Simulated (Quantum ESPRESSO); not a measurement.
BP:

```xyz
2
Lattice="0.0000 2.2690 2.2690 2.2690 0.0000 2.2690 2.2690 2.2690 0.0000" Properties=species:S:1:pos:R:3 pbc="T T T"
P     3.4035    3.4035    3.4035
B     0.0000    0.0000    0.0000
```

```yaml
Program: Quantum ESPRESSO 7.5
Task: phonons
Functional: PW91
Potentials_or_basis: PseudoDojo 0.4.1 SR PBE standard
Cutoff: 1034 eV
Density_cutoff: 4136 eV
k_mesh: 6 × 6 × 6, shifted
Occupations: fermi-dirac, width 0.05 eV
Spin: no spin polarisation
Mixing_beta: 0.5
Most_SCF_iterations: 120
SCF_threshold: 4e-10 Ry
```

The cell and the atoms were relaxed first, to 11.78 Å³/atom (a = 3.218 Å, b = 3.218 Å, c = 3.218 Å, α = 60.00°, β = 60.00°, γ = 60.00°), and the response was taken there.

The first run showed a gap, so the response started from a second, tighter run with fixed occupations.

Q: Which optical modes does the crystal have at the zone centre, and which show in infrared and Raman spectra?

A: The optical modes are T2. Infrared active: T2. Raman active: T2.

Optical modes at Γ, degenerate ones joined, polar ones without the macroscopic field:
| cm⁻¹ | components | symmetry | active in | IR intensity, summed ((D/Å)²/amu) |
| --- | --- | --- | --- | --- |
| 798 | 3 | T2 | IR and Raman | 2.04 |

Zone-centre frequencies without and with the macroscopic field along z (cm⁻¹):
|  | optical modes in rising order |
| --- | --- |
| without | 798 798 798 |
| with the field | 798 798 802 |

Caveat: the potentials were made for another functional, which shifts forces and pressure.
